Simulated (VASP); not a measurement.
# W in VASP: relaxation of the atoms with PBE

Aim: the relaxation of the atoms of W with PBE.

Everything below comes from runs of VASP 6.6.1. Logs are shortened: lines on timing, memory, paths and dates and some standing lists are left out, and cuts for length are marked.

## (1) The slab as given

The cell holds a slab with vacuum, 3 atoms: a = 2.866 Å, b = 2.866 Å, c = 24.187 Å, α = 90.00°, β = 90.00°, γ = 109.47°.

The cell was built by a generator and needn't be a form met in nature.

## (2) Relaxation of the atoms, PBE

The input, INCAR:

```
ALGO = Normal
DIPOL = 0.5 0.5 0.500
EDIFF = 1E-6
EDIFFG = -0.02
ENCUT = 240
GGA = PE
IBRION = 2
IDIPOL = 3
ISIF = 2
ISMEAR = 1
KPAR = 2
LASPH = True
LCHARG = False
LDIPOL = True
LREAL = False
LWAVE = False
NELM = 120
NSW = 90
PREC = Accurate
SIGMA = 0.1
```

The input, KPOINTS:

```
k-points
0
Gamma
  12 12 1
```

The input, POSCAR:

```
W
1.0
    2.8655568500      0.0000000000      0.0000000000
   -0.9551856200      2.7016728600      0.0000000000
    0.0000000000      0.0000000000     24.1867782300
W
3
Direct
    0.0000000000      0.0000000000      0.4109571000
    0.5000000000      0.5000000000      0.5000000000
    0.0000000000      0.0000000000      0.5890429000
```

Potentials or basis: VASP PAW PBE potentials, release 64 (W_sv).

Launch:

```console
cat potpaw_PBE.64/W_sv/POTCAR > POTCAR
mpirun -np 2 vasp_std > vasp.out
```

OUTCAR:

```text
EDIFF = 1E-6
   EDIFFG = -0.02
   ENCUT = 240
   GGA = PE
   IBRION = 2
   ISIF = 2
   ISMEAR = 1
   LASPH = True
   LREAL = False
   NELM = 120
   NSW = 90
   PREC = Accurate

 ion  position               nearest neighbor table
   1  0.000  0.000  0.411-   2 2.72   2 2.72   2 3.18   2 3.18
   2  0.500  0.500  0.500-   1 2.72   3 2.72   1 2.72   3 2.72   1 3.18   3 3.18   1 3.18   3 3.18

   3  0.000  0.000  0.589-   2 2.72   2 2.72   2 3.18   2 3.18

  LATTYP: Found a base centered orthorhombic cell.
 ALAT       =     3.3088599969
 B/A-ratio  =     1.4142135723
 C/A-ratio  =     7.3097013028

  Lattice vectors:

 A1 = (   2.8655568500,   0.0000000000,   0.0000000000)
 A2 = (  -0.9551856200,   2.7016728600,   0.0000000000)
 A3 = (   0.0000000000,   0.0000000000,  24.1867782300)

Analysis of symmetry for initial positions (statically):
=====================================================================
 Subroutine PRICEL returns:
 Original cell was already a primitive cell.

 Routine SETGRP: Setting up the symmetry group for a
 base centered orthorhombic supercell.

 Subroutine GETGRP returns: Found  8 space group operations
 (whereof  8 operations were pure point group operations)
 out of a pool of  8 trial point group operations.

The static configuration has the point symmetry D_2h.

Analysis of symmetry for dynamics (positions and initial velocities):
=====================================================================
 Subroutine PRICEL returns:
 Original cell was already a primitive cell.

 Routine SETGRP: Setting up the symmetry group for a
 base centered orthorhombic supercell.

 Subroutine GETGRP returns: Found  8 space group operations
 (whereof  8 operations were pure point group operations)
 out of a pool of  8 trial point group operations.

The dynamic configuration has the point symmetry D_2h.

 Subroutine INISYM returns: Found  8 space group operations
 (whereof  8 operations are pure point group operations),
 and found     1 'primitive' translations

----------------------------------------------------------------------------------------

                                     Primitive cell

  volume of cell :     187.2491

  direct lattice vectors                    reciprocal lattice vectors
     2.865556850  0.000000000  0.000000000     0.348972312  0.123380347  0.000000000
    -0.955185620  2.701672860  0.000000000     0.000000000  0.370141039  0.000000000
     0.000000000  0.000000000 24.186778230     0.000000000  0.000000000  0.041344903

  length of vectors
     2.865556850  2.865556806 24.186778230     0.370141034  0.370141039  0.041344903

  position of ions in fractional coordinates (direct lattice)
     0.000000000  0.000000000  0.410957100
     0.500000000  0.500000000  0.500000000
     0.000000000  0.000000000  0.589042900

  ion indices of the primitive-cell ions
   primitive index   ion index
                 1           1
                 2           2
                 3           3

----------------------------------------------------------------------------------------

 KPOINTS: k-points

Automatic generation of k-mesh.
 Grid dimensions read from file:
 generate k-points for:   12   12    1

 Generating k-lattice:

  Cartesian coordinates                     Fractional coordinates (reciprocal lattice)
     0.029081026  0.010281696  0.000000000     0.083333333  0.000000000  0.000000000
     0.000000000  0.030845087  0.000000000     0.000000000  0.083333333  0.000000000
     0.000000000  0.000000000  0.041344903     0.000000000  0.000000000  1.000000000

  Length of vectors
     0.030845086  0.030845087  0.041344903

  Shift w.r.t. Gamma in fractional coordinates (k-lattice)
     0.000000000  0.000000000  0.000000000

 Subroutine IBZKPT returns following result:
 ===========================================

 Found     43 irreducible k-points:

 Following reciprocal coordinates:
            Coordinates               Weight
  0.000000  0.000000  0.000000      1.000000
  0.083333  0.000000  0.000000      4.000000
  0.166667 -0.000000  0.000000      4.000000
  0.250000  0.000000  0.000000      4.000000
  0.333333  0.000000  0.000000      4.000000
  0.416667  0.000000  0.000000      4.000000
[... 16 lines left out ...]
  0.500000  0.166667  0.000000      4.000000
 -0.416667  0.166667  0.000000      4.000000
 [... further k-points ...]
   k-points           NKPTS =     43   k-points in BZ     NKDIM =     43   number of bands    NBANDS=     25
   number of dos      NEDOS =    301   number of ions     NIONS =      3
   total plane-waves  NPLWV =  24696
   dimension x,y,z NGX =    14 NGY =   14 NGZ =  126
   dimension x,y,z NGXF=    28 NGYF=   28 NGZF=  252
   ions per type =               3
   NGX,Y,Z   is equivalent  to a cutoff of   8.12,  8.12,  8.66 a.u.
   NGXF,Y,Z  is equivalent  to a cutoff of  16.24, 16.24, 17.32 a.u.
 SYSTEM =  unknown system
   PREC   = accura    normal or accurate (medium, high low for compatibility)
   ISTART =      0    job   : 0-new  1-cont  2-samecut
   ICHARG =      2    charge: 1-file 2-atom 10-const
   ISPIN  =      1    spin polarized calculation?
   LNONCOLLINEAR =      F non collinear calculations
   LSORBIT =      F    spin-orbit coupling
   LASPH  =      T    aspherical Exc in radial PAW
   ENCUT  =  240.0 eV  17.64 Ry    4.20 a.u.   3.62  3.62 30.55*2*pi/ulx,y,z
   NELM   =    120;   NELMIN=  2; NELMDL= -5     # of ELM steps
   EDIFF  = 0.1E-05   stopping-criterion for ELM
   LREAL  =      F    real-space projection
   EDIFFG = -.2E-01   stopping-criterion for IOM
   NSW    =     90    number of steps for IOM
   IBRION =      2    ionic relax: 0-MD 1-quasi-New 2-CG
   NFREE  =      1    steps in history (QN), initial steepest desc. (CG)
   ISIF   =      2    stress and relaxation
   ISYM   =      2    0-nonsym 1-usesym 2-fastsym
   POTIM  = 0.5000    time-step for ionic-motion
   TEBEG  =    0.0;   TEEND  =   0.0 temperature during run
   PSTRESS=    0.0 pullay stress
   NELECT =      42.0000    total number of electrons
   NUPDOWN=      -1.0000    fix difference up-down
   EMIN   =  10.00;   EMAX   =-10.00  energy-range for DOS
   EFERMI =   0.00;   METHOD = LEGACY
   ISMEAR =     1;   SIGMA  =   0.10  broadening in eV -4-tet -1-fermi 0-gaus
   EFERMI_NEDOS =   21; number of points for ismear=-14 and -15
   IALGO  =     38    algorithm
   IMIX   =      4    mixing-type and parameters
     AMIX     =   0.40;   BMIX     =  1.00
     AMIX_MAG =   1.60;   BMIX_MAG =  1.00
  volume/ion in A,a.u.               =      62.42       421.21
  Fermi-wavevector in a.u.,A,eV,Ry     =   0.994683  1.879678 13.461524  0.989394
  Thomas-Fermi vector in A             =   2.126651
   LORBIT       =      0    0 simple, 1 ext, 2 COOP (PROOUT), +10 PAW based schemes
   GGA     = PE    functional components
   LHFCALC =     F    Hartree Fock is set to
   AEXX    =    0.0000 exact exchange contribution
   IVDW    =     0    specifies the selected vdW correction
   LEPSILON=     F    determine dielectric tensor
   LRPA    =     F    only Hartree local field effects (RPA)
 conjugate gradient relaxation of ions
 non-spin polarized calculation
 Methfessel and Paxton  Order N= 1 SIGMA  =   0.10
  energy-cutoff  :      240.00
  volume of cell :      187.25
 maximum number of plane-waves:      1610
   NGX =  7   NGY =  7   NGZ = 61

--------------------------------------- Ionic step        1  -------------------------------------------

 number of electron      42.0000077 magnetization

 Free energy of the ion-electron system (eV)
  ---------------------------------------------------
  ext. energy  EPLUGINS =         0.00000000
  ---------------------------------------------------
  free energy    TOTEN  =       -35.36945009 eV

  energy without entropy =      -35.37184051  energy(sigma->0) =      -35.37024690

------------------------ aborting loop because EDIFF is reached ----------------------------------------

  FORCE on cell =-STRESS in cart. coord.  units (eV):
  Direction    XX          YY          ZZ          XY          YZ          ZX
  --------------------------------------------------------------------------------------
  -------------------------------------------------------------------------------------
  Total       -9.8383156    -10.3811256     -2.6884035     -0.7676497      0.0000000      0.0000000
  in kB      -84.1805039    -88.8249999    -23.0030393     -6.5683134      0.0000000      0.0000000
  external PRESSURE =     -65.3361810 kB  Pullay stress =       0.0000000 kB
[... 22 lines left out ...]
  energy  without entropy=      -35.3718405109  energy(sigma->0) =      -35.37024690

--------------------------------------- Ionic step        2  -------------------------------------------

 number of electron      42.0000118 magnetization

 dipolmoment           0.000000      0.000000     -0.000000 electrons x Angstroem

------------------------ aborting loop because EDIFF is reached ----------------------------------------

  FORCE on cell =-STRESS in cart. coord.  units (eV):
  Direction    XX          YY          ZZ          XY          YZ          ZX
  --------------------------------------------------------------------------------------
  -------------------------------------------------------------------------------------
  Total       -9.2718438     -9.7805691     -1.5871784     -0.7194467      0.0000000      0.0000000
  in kB      -79.3335479    -83.6864024    -13.5805236     -6.1558698      0.0000000      0.0000000
  external PRESSURE =     -58.8668246 kB  Pullay stress =       0.0000000 kB
[... 22 lines left out ...]
  energy  without entropy=      -35.3938121000  energy(sigma->0) =      -35.39228879

--------------------------------------- Ionic step        3  -------------------------------------------

 number of electron      42.0000127 magnetization

 dipolmoment           0.000000      0.000000      0.000000 electrons x Angstroem

 Free energy of the ion-electron system (eV)
  ---------------------------------------------------
  ext. energy  EPLUGINS =         0.00000000
  ---------------------------------------------------
  free energy    TOTEN  =       -35.40001181 eV

  energy without entropy =      -35.40246516  energy(sigma->0) =      -35.40082960

 E-fermi :  -0.5761     XC(G=0):  -4.4274

 val. band max:       -0.5900053423   @ k =  -0.2500   0.2500   0.0000
 cond. band min:      -0.4880617135   @ k =   0.2500   0.1667   0.0000
 fundamental gap:      0.1019436288
 Fermi energy:        -0.5761405914

 k-point     1 :       0.0000    0.0000    0.0000
  band No.  band energies     occupation
      1     -74.6711      2.00000
      2     -74.5450      2.00000
      3     -74.5143      2.00000
      4     -39.3751      2.00000
      5     -38.9080      2.00000
      6     -38.7923      2.00000
[... 661 lines left out ...]
     24       1.2510     -0.00000
     25       1.5056      0.00000

 [... further k-points ...]

------------------------ aborting loop because EDIFF is reached ----------------------------------------

 vacuum level on the upper side and lower side of the slab       (xc-potential included)        -0.019        -0.019

  FORCE on cell =-STRESS in cart. coord.  units (eV):
  Direction    XX          YY          ZZ          XY          YZ          ZX
  --------------------------------------------------------------------------------------
  -------------------------------------------------------------------------------------
  Total       -8.6402614     -9.1140967     -0.3821978     -0.6701048      0.0000000      0.0000000
  in kB      -73.9294800    -77.9838018     -3.2702348     -5.7336806      0.0000000      0.0000000
  external PRESSURE =     -51.7278389 kB  Pullay stress =       0.0000000 kB

 VOLUME and BASIS-vectors are now :
 -----------------------------------------------------------------------------
  energy-cutoff  :      240.00
  volume of cell :      187.25
      direct lattice vectors                 reciprocal lattice vectors
     2.865556850  0.000000000  0.000000000     0.348972312  0.123380347  0.000000000
    -0.955185620  2.701672860  0.000000000     0.000000000  0.370141039  0.000000000
     0.000000000  0.000000000 24.186778230     0.000000000  0.000000000  0.041344903
[... 9 lines left out ...]
  FREE ENERGIE OF THE ION-ELECTRON SYSTEM (eV)
  ---------------------------------------------------
  free  energy   TOTEN  =       -35.4000118124 eV

  energy  without entropy=      -35.4024651643  energy(sigma->0) =      -35.40082960

 reached required accuracy - stopping structural energy minimisation

 vacuum level on the upper side and lower side of the slab         4.169         4.169
```

It took 35 s on 2 MPI ranks of Intel Xeon 6975P-C (Granite Rapids), shared host; peak memory 0.17 GiB.

What came out:

```
Free energy                  : -35.4000 eV
Energy gained by relaxing    : 10.2 meV/atom
Ionic steps                  : 3
Largest force after relaxing : 0.009 eV/Å
Band gap on the k mesh       : none (metal or under the smearing width)
```

Forces in eV/Å, atoms in the order of the input:
```
W    0.000  0.000  0.009
W    0.000  0.000  0.000
W    0.000  0.000 -0.009
```

The path:
```tsv
step	energy change (eV)	largest force (eV/Å)	pressure (GPa)
1	0.0000	0.5436	-6.53
2	-0.0221	0.2935	-5.89
3	-0.0306	0.0088	-5.17
```

Final structure:
```
W
1.0
     2.86556    0.00000    0.00000
    -0.95519    2.70167    0.00000
     0.00000    0.00000   24.18678
W
3
Direct
  0.00000 0.00000 0.41318
  0.50000 0.50000 0.50000
  0.00000 0.00000 0.58682
```

Levels at points of the mesh, in eV from the Fermi level:
```tsv
k point	band 17	band 18	band 19	band 20	band 21	band 22	band 23	band 24	band 25
(0.00, 0.00, 0.00)	-1.80	-1.13	-1.08	-0.83	-0.76	-0.39	1.20	1.65	1.87
(0.50, 0.00, 0.00)	-2.56	-2.16	-1.53	-0.13	1.16	1.47	1.74	1.88	2.11
(0.50, 0.50, 0.00)	-2.98	-2.76	-0.13	0.48	0.71	1.86	2.16	3.04	3.74
```

Caveat: the cutoff is under 1.25 times the usual one of these potentials, so pressure, stress and relaxed cells hold a basis-set (Pulay) error.
